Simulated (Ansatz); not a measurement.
Compare A (`C1=C[C@H]2CC[C@@H]1C2`) with its isomer B (`C/C=C1\C=CCC1`).

Program: Ansatz. Geometries: PBE0-D4/def2-TZVP. ΔE: electronic, gas phase. CBS: MP2 limit from def2 TZ/QZ plus the TZ coupled-cluster correction, frozen cores. DFT in def2-TZVPP. B3LYP here is the variant with VWN-RPA as its local correlation; programs differ in this.

A:

```xyz
17

C     0.312    1.490    0.536
C     1.296    0.615    0.741
C     1.015   -0.593   -0.121
C    -0.214   -1.294    0.523
C    -1.355   -0.278    0.285
C    -0.638    0.879   -0.466
C     0.348    0.080   -1.327
H     0.137    2.414    1.074
H     2.085    0.679    1.480
H     1.858   -1.253   -0.320
H    -0.417   -2.242    0.018
H    -0.049   -1.510    1.579
H    -2.142   -0.707   -0.342
H    -1.819    0.066    1.210
H    -1.308    1.567   -0.980
H     1.033    0.718   -1.889
H    -0.143   -0.629   -2.001
```

B:

```xyz
17

C     1.623   -1.012    1.877
C     1.192    0.142    1.039
C     0.231    0.134    0.111
C    -0.622   -0.978   -0.287
C    -1.535   -0.594   -1.183
C    -1.433    0.863   -1.508
C    -0.179    1.321   -0.739
H     1.505   -0.791    2.943
H     1.056   -1.918    1.661
H     2.684   -1.237    1.722
H     1.721    1.078    1.210
H    -0.530   -1.982    0.106
H    -2.287   -1.243   -1.617
H    -2.334    1.397   -1.183
H    -1.351    1.038   -2.586
H     0.626    1.576   -1.434
H    -0.366    2.208   -0.131
```

Question: Which isomer does CCSD(T)/CBS put lower? Give the gap. (Best estimate.)

Answer: Computed: A, by 8.9 kJ/mol.

Question: Give E(B) − E(A) in kJ/mol with r2SCAN-D4, B3LYP, CCSD/def2-TZVPP, LDA (SPW92), PBE0-D4, HF/def2-TZVPP, B2PLYP. (Best estimate.)

Answer: Computed: r2SCAN-D4 -6.6, B3LYP -31.4, CCSD/def2-TZVPP 9.6, LDA (SPW92) 16.8, PBE0-D4 6.5, HF/def2-TZVPP -24.3, B2PLYP -12.0. The order is the other way round with r2SCAN-D4, B3LYP, HF/def2-TZVPP, B2PLYP.

Largest T1 diagnostic: 0.011.

The D4 term adds +9.3 kJ/mol with B3LYP and +4.5 kJ/mol with PBE0; it sums over pairs of atoms, weighted by their polarisabilities, and B3LYP, whose exchange is more repulsive, gets the larger term. At CCSD(T), def2-SVP lies +3.5 kJ/mol from the extrapolated value and def2-TZVPP +1.8 kJ/mol.
